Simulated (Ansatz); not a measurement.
# InSe: the cost of one run

Program: Ansatz 0.2.0. Level of theory: DFT LDA, scalar-relativistic, plane waves, PAW. These are calculated values, not measurements.

2 further runs of the same task are left out: 1 that didn't finish, 1 set aside as unsound or not needed. Runs told in other sessions of the task aren't counted.

## (1) Starting point

It takes space group R3m (No. 160, trigonal). The conventional cell has a = 4.047 Å, b = 4.047 Å, c = 25.826 Å, α = 90.00°, β = 90.00°, γ = 120.00°. Around In (site symmetry 3m) lie 3 Se at 2.65 Å and 1 In at 2.80 Å. Around Se (site symmetry 3m) lie 3 In at 2.65 Å.

Coordinates:

```cif
data_structure
_symmetry_space_group_name_H-M 'R3m:H'
_symmetry_Int_Tables_number 160
_cell_length_a 4.0467
_cell_length_b 4.0467
_cell_length_c 25.8256
_cell_angle_alpha 90.000
_cell_angle_beta 90.000
_cell_angle_gamma 120.000
_cell_volume 366.25
loop_
_atom_site_label
_atom_site_type_symbol
_atom_site_symmetry_multiplicity
_atom_site_Wyckoff_symbol
_atom_site_fract_x
_atom_site_fract_y
_atom_site_fract_z
_atom_site_occupancy
In1 In 3 a 0.66667 0.33333 0.22299 1
In2 In 3 a 0.66667 0.33333 0.33150 1
Se1 Se 3 a 0.33333 0.66667 0.04696 1
Se2 Se 3 a 0.00000 0.00000 0.17419 1
```

The structure comes from the Materials Project (structure only).

(A quick probe on a coarse mesh, which set the mesh and smearing, is not shown.)

## (3) The relaxation

input.yaml reads:

```yaml
crystal:
  lattice:
    - [2.02334262, 1.16817741, 8.60852462]
    - [-2.02334262, 1.16817741, 8.60852462]
    - [0.0, -2.33635482, 8.60852462]
  atoms:
    - { symbol: In, position: [0.11034651, 0.11034651, 0.11034651] }
    - { symbol: In, position: [0.00183013, 0.00183013, 0.00183013] }
    - { symbol: Se, position: [0.61970981, 0.61970981, 0.61970981] }
    - { symbol: Se, position: [0.82581154, 0.82581154, 0.82581154] }
basis:
  ecutwfc: 420
kpoints:
  mp_grid: { grid: [12, 12, 12] }
hamiltonian:
  xc: lda
scf:
  occupations: { method: gaussian, width: 0.01 }
output:
  forces: true
  stress: true
  eigenvalues: true
relax:
  adjacent_minimum: "off"
  f_tol: 0.005
  max_steps: 80
  cell: { stress_tol: 0.05 }
```

Command:

```console
> ansatz run input.yaml --threads 8 --pin off --max-ram 20480MiB --backend cpu --events-out ev --progress --plain --runs-dir out
```

Q: Estimate wall time and peak memory on 8 threads of Arm Neoverse V2, shared host.

About 74 s, with a peak of 0.96 GiB.
